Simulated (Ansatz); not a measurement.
**SnTe: band structure with SVWN5**

**The experiment to reproduce.**

From a printed reference work, textbook, for a bulk crystal of SnTe at 300 K: band gap 0.18 eV (direct).

SnTe:

```xyz
2
Lattice="0.0000 3.1509 3.1509 3.1509 0.0000 3.1509 3.1509 3.1509 0.0000" Properties=species:S:1:pos:R:3 pbc="T T T"
Te    3.1509    3.1509    3.1509
Sn    0.0000    0.0000    0.0000
```

```
Program                             : Ansatz 0.2.0
Task                                : band structure
Functional                          : SVWN5
Potentials or basis                 : Ansatz PAW
Cutoff                              : 420 eV (not typed: the program's choice for these potentials)
k mesh                              : 7 × 7 × 7
Occupations                         : fermi-dirac, width 0.05 eV
Spin                                : no spin polarisation
Path                                : [["G", "X", "W", "K", "G", "L", "U", "W", "L", "K"], ["U", "X"]]
Points for each segment of the path : 14
```

* Pressure: -1.6 GPa
* Band gap along the path: 0.07 eV, indirect (least direct gap 0.10 eV)

Levels at the corners of the path, in eV from the Fermi level:
```csv
point,band 11,band 12,band 13,band 14,band 15,band 16,band 17,band 18,band 19,band 20
Γ,-12.87,-4.87,-2.14,-2.14,-2.14,3.27,3.27,3.27,4.82,4.82
X,-11.30,-6.60,-5.57,-3.73,-3.73,2.19,4.83,4.83,6.26,9.26
W,-11.22,-7.47,-4.82,-4.82,-0.84,0.79,4.60,4.60,5.99,5.99
K,-11.27,-7.52,-5.17,-3.24,-2.75,2.98,3.03,4.17,5.47,8.05
Γ,-12.87,-4.87,-2.14,-2.14,-2.14,3.27,3.27,3.27,4.82,4.82
L,-11.60,-8.41,-1.79,-1.79,-0.07,0.03,0.33,0.33,7.71,8.76
U,-11.27,-7.52,-5.17,-3.24,-2.75,2.98,3.03,4.17,5.47,8.05
W,-11.22,-7.47,-4.82,-4.82,-0.84,0.79,4.60,4.60,5.99,5.99
L,-11.60,-8.41,-1.79,-1.79,-0.07,0.03,0.33,0.33,7.71,8.76
K,-11.27,-7.52,-5.17,-3.24,-2.75,2.98,3.03,4.17,5.47,8.05
U,-11.27,-7.52,-5.17,-3.24,-2.75,2.98,3.03,4.17,5.47,8.05
X,-11.30,-6.60,-5.57,-3.73,-3.73,2.19,4.83,4.83,6.26,9.26
```

It took 3.3 s on 2 threads of Arm Neoverse V2, with other jobs on the host, peak memory 0.35 GiB.

Against the measured gap of SnTe, 0.18 eV (direct; 300 K; a printed reference work, textbook), the calculated 0.07 eV is off by -0.11 eV. Spin-orbit coupling on Sn, Te is left out. The value is that of SVWN5, without temperature or zero-point motion.

Caveat: this odd mesh misses L, where the gap lies, so gap, dielectric constants and Born charges aren't listed; spin-orbit coupling is left out, which moves the levels of the heavy elements; the PAW data sets come from PBE, with cores solved anew for the run's functional, which leaves a small shift of forces and pressure.
